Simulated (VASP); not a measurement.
Input of a VASP 6.6.1 run:

Contents of INCAR:

```
SYSTEM = TiTe2
PREC     = Accurate       ! precision mode
ENCUT    = 520            ! plane-wave cutoff, eV
EDIFF    = 1E-6           ! SCF threshold, eV
ISMEAR   = 0              ! smearing method
SIGMA    = 0.1            ! smearing width, eV
LREAL    = .FALSE.        ! projectors in reciprocal space
LASPH    = .TRUE.         ! aspherical terms in the spheres
NELM     = 100            ! most SCF steps
ALGO     = Fast           ! electronic algorithm
ISIF     = 2              ! what is computed and relaxed
LWAVE    = .FALSE.        ! write WAVECAR
LCHARG   = .FALSE.        ! write CHGCAR
GGA      = PE             ! functional
IVDW     = 12             ! dispersion correction
NBANDS   = 19             ! bands
```

The input KPOINTS:

```
regular mesh
0
G
  15 15 8
  0 0 0
```

File POSCAR:

```
TiTe2
1.0
    3.7770000000      0.0000000000      0.0000000000
   -1.8885000000      3.2709779501      0.0000000000
    0.0000000000      0.0000000000      6.4980000000
Ti Te
1 2
Direct
    0.0000000000      0.0000000000      0.0000000000
    0.6666666667      0.3333333333      0.2633479470
    0.3333333333      0.6666666667      0.7366520530
```

Potentials or basis: VASP PAW PBE potentials, release 64 (Ti_sv, Te).

Command:

```bash
$ cat potpaw_PBE.64/Ti_sv/POTCAR potpaw_PBE.64/Te/POTCAR > POTCAR
$ mpirun -np 1 vasp_std > vasp.out
```

Question: Estimate the largest force.

Answer: 0.009 eV/Å.

Question: What does it give for the dispersion energy per atom?

Answer: -0.492 eV.

Question: Predict the band gap on the k mesh.

Answer: None (metal or under the smearing width).

Stress tensor (GPa, compression positive):
```
-2.49  0.00  0.00
 0.00 -2.49  0.00
 0.00  0.00 -1.60
```

The run has no spin-orbit coupling, so splittings on Te are missing.
